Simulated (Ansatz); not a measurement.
# Si2Mo: the cost of one run

Method: DFT PBE, scalar-relativistic, plane waves, PAW, in Ansatz 0.2.0.

2 further runs of the same task are left out: 1 that didn't finish, 1 set aside as unsound or not needed.

### 1 The starting structure

It takes space group I4/mmm (No. 139, tetragonal). The conventional cell has a = 3.217 Å, b = 3.217 Å, c = 7.873 Å, α = 90.00°, β = 90.00°, γ = 90.00°. Si (site symmetry 4mm) is surrounded by 5 Si at 2.60 to 2.64 Å and 5 Mo at 2.62 to 2.64 Å. Mo (site symmetry 4/mmm) has 10 Si at 2.62 to 2.64 Å as nearest neighbours.

As a file:

```cif
data_structure
_symmetry_space_group_name_H-M 'I4/mmm'
_symmetry_Int_Tables_number 139
_cell_length_a 3.2168
_cell_length_b 3.2168
_cell_length_c 7.8730
_cell_angle_alpha 90.000
_cell_angle_beta 90.000
_cell_angle_gamma 90.000
_cell_volume 81.47
loop_
_atom_site_label
_atom_site_type_symbol
_atom_site_symmetry_multiplicity
_atom_site_Wyckoff_symbol
_atom_site_fract_x
_atom_site_fract_y
_atom_site_fract_z
_atom_site_occupancy
Si1 Si 4 e 0.00000 0.00000 0.33510 1
Mo1 Mo 2 a 0.00000 0.00000 0.00000 1
```

It is the result of an earlier relaxation at this level (volume 13.58 Å³/atom; gap on the mesh: none (metal)).

### 2 Electronic structure at the relaxed geometry

input.yaml reads:

```yaml
crystal:
  lattice:
    - [-1.6084236815, 1.6084236815, 3.9365100056]
    - [1.6084236815, -1.6084236815, 3.9365100056]
    - [1.6084236815, 1.6084236815, -3.9365100056]
  atoms:
    - { symbol: Si, position: [0.3350991396, 0.3350991396, 0.0] }
    - { symbol: Si, position: [0.6649008604, 0.6649008604, 0.0] }
    - { symbol: Mo, position: [0.0, 0.0, 0.0] }
basis:
  ecutwfc: 420
kpoints:
  mp_grid: { grid: [18, 18, 18] }
  band_path:
    path:
      - [[0.0, 0.0, 0.0], [0.0, 0.0, 0.5], [0.25, 0.25, 0.25], [0.0, 0.5, 0.0], [0.0, 0.0, 0.0], [0.5, 0.5, -0.5], [0.29173671, 0.70826329, -0.29173671]]
      - [[-0.29173671, 0.29173671, 0.29173671], [0.0, 0.0, 0.0]]
      - [[0.0, 0.0, 0.5], [-0.08347342, 0.08347342, 0.5]]
      - [[0.5, 0.5, -0.08347342], [0.5, 0.5, -0.5]]
    npoints: 14
hamiltonian:
  xc: pbe
scf:
  occupations: { method: gaussian, width: 0.1 }
  n_extra_bands: 7
output:
  forces: true
  stress: true
  eigenvalues: true
  populations: true
  dos: { projected: true, de: 0.02, nscf_kmesh: { grid: [27, 27, 27] } }
  bader: true
  write_density: true
  write_potential: true
  elf: true
  volumetric_format: npy
```

Launch:

```console
> ansatz run input.yaml --threads 1 --pin off --max-ram 2560MiB --backend cpu --events-out ev --progress --plain --runs-dir out
```

Q: Estimate wall time and peak memory on 1 thread of Arm Neoverse V2, shared host.

About 73 s, with a peak of 0.84 GiB.
